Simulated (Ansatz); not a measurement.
**AlN: from a guess to a relaxed structure**

Level of theory: Ansatz 0.2.0, DFT PBE, scalar-relativistic, plane waves, PAW. Cutoff 420 eV, Gaussian smearing, Γ-centred meshes. Cell and atoms relax first on a coarse mesh and then on a converged one. In between, the cell is made exact in the group found at 0.06 Å. The steps can't lower the symmetry of their start. No spin polarisation.

The guess for AlN was made by a generator: 4-connected net, two elements alternating (P3m1, No. 156). The dimensions are guesses.

```
Al N
1.0
     2.96996    0.00000    0.00000
    -1.48498    2.57206    0.00000
     0.00000    0.00000   19.43725
Al N
8 8
Direct
  0.33333 0.66667 0.82798
  0.00000 0.00000 0.70339
  0.66667 0.33333 0.32795
  0.66667 0.33333 0.57840
  0.00000 0.00000 0.45315
  0.33333 0.66667 0.07841
  0.00000 0.00000 0.20310
  0.66667 0.33333 0.95311
  0.66667 0.33333 0.04689
  0.66667 0.33333 0.67205
  0.33333 0.66667 0.92159
  0.00000 0.00000 0.29661
  0.00000 0.00000 0.79690
  0.00000 0.00000 0.54685
  0.33333 0.66667 0.17202
  0.66667 0.33333 0.42160
```

Formation energies are uncorrected and refer to the elements' standard structures at the same level (N₂ as a molecule).

**Question.** Which structure results?

**Answer.** The symmetry stays P3m1 (No. 156). The volume per atom grows by 14.9 %, from 9.3 to 10.7 Å³. The shortest distance goes from 1.82 Å (Al–N) to 1.90 Å (Al–N). The energy falls by about 0.14 eV/atom (the start's value is from the coarse mesh). Conventional cell: a = 3.121 Å, c = 20.223 Å. Al on its first site has 4 N at 1.91–1.92 Å; around Al on its second site lie 4 N at 1.90–1.92 Å; Al on its third site has 4 N at 1.90–1.91 Å; Al on its fourth site is surrounded by 4 N at 1.90–1.91 Å; N on its first site has 4 Al at 1.90 Å; 11 more sites not described.

```
Al N
1.0
     3.12055    0.00000    0.00000
    -1.56027    2.70247    0.00000
     0.00000    0.00000   20.22327
Al N
8 8
Direct
  0.33333 0.66667 0.82754
  0.00000 0.00000 0.70199
  0.66667 0.33333 0.32854
  0.66667 0.33333 0.57749
  0.00000 0.00000 0.45300
  0.33333 0.66667 0.07750
  0.00000 0.00000 0.20305
  0.66667 0.33333 0.95303
  0.66667 0.33333 0.04723
  0.66667 0.33333 0.67170
  0.33333 0.66667 0.92226
  0.00000 0.00000 0.29777
  0.00000 0.00000 0.79673
  0.00000 0.00000 0.54720
  0.33333 0.66667 0.17224
  0.66667 0.33333 0.42273
```

**Question.** Give its energy and gap.

**Answer.** The energy over the elements is −1.357 eV/atom and the gap on the 12×12×2 mesh of the 16-atom cell is 3.80 eV.

Whether it is stable depends on the other phases of the system, which aren't compared here.

The last run used Gaussian smearing of 0.02 eV. Kohn–Sham gaps at this level usually fall short of measured ones. Symmetry constrained the relaxation, so the result can be a saddle point.
